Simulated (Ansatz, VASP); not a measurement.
**Two plane-wave programs on CoSi**

The input INCAR:

```
PREC = Accurate
ENCUT = 520
EDIFF = 1E-6
ISMEAR = 0
SIGMA = 0.1
LREAL = False
LASPH = True
NELM = 150
ALGO = Normal
ISIF = 2
LWAVE = False
LCHARG = False
ISPIN = 2
MAGMOM = 3 0
LORBIT = 11
LMAXMIX = 4
GGA = PS
NBANDS = 18
```

Contents of KPOINTS:

```
regular mesh
0
Gamma
  6 6 6
```

Contents of POSCAR:

```
CoSi
1.0
    2.7813340000      0.0000000000      0.0000000000
    0.0000000000      2.7813340000      0.0000000000
    0.0000000000      0.0000000000      2.7813340000
Co Si
1 1
Direct
    0.0000000000      0.0000000000      0.0000000000
    0.5000000000      0.5000000000      0.5000000000
```

Input for Ansatz:

```yaml
crystal:
  lattice:
    - [2.781334, 0.0, 0.0]
    - [0.0, 2.781334, 0.0]
    - [0.0, 0.0, 2.781334]
  atoms:
    - { symbol: Co, position: [0.0, 0.0, 0.0], spin: 3.0 }
    - { symbol: Si, position: [0.5, 0.5, 0.5] }
basis:
  ecutwfc: 420
kpoints:
  mp_grid: { grid: [6, 6, 6] }
hamiltonian:
  xc: pbesol
scf:
  occupations: { method: gaussian, width: 0.1 }
  lower_state_search: "off"
output:
  forces: true
  stress: true
  eigenvalues: true
  populations: true
magnetization:
  spin_polarized: true
```

Measurements of this composition are mostly on another form, of space group No. 198.

Alike in both runs: task single point; functional PBEsol; k mesh 6 × 6 × 6; occupations gaussian, width 0.1 eV; collinear spin.

```csv
,VASP,Ansatz
version,VASP 6.6.1,Ansatz 0.2.0
potentials or method,"VASP PAW PBE potentials, release 64 (Co, Si)","scalar-relativistic, plane waves, PAW"
plane-wave cutoff (eV),520,420
valence electrons in the cell,13,21
```

```csv
,VASP,Ansatz,Ansatz less VASP
gap on the k mesh at the Fermi level (eV),none,none,-
pressure (GPa),-5.6,-5.9,-0.31
net moment per atom (μB),0.36,0.36,0.000
size of the moment on the site where the two differ most (μB),0.72,0.73,+0.011
```

Site moments also hang on the region over which each program counts them. A gap of «none» marks a metal or a gap that the smearing closes. The two sets of potentials don't hold the same shells in valence.

Caveats: the k mesh is coarse (spacing up to 0.38 Å⁻¹), so the values aren't converged; the PAW data sets were made with another functional, which shifts forces and pressure a little (VASP).
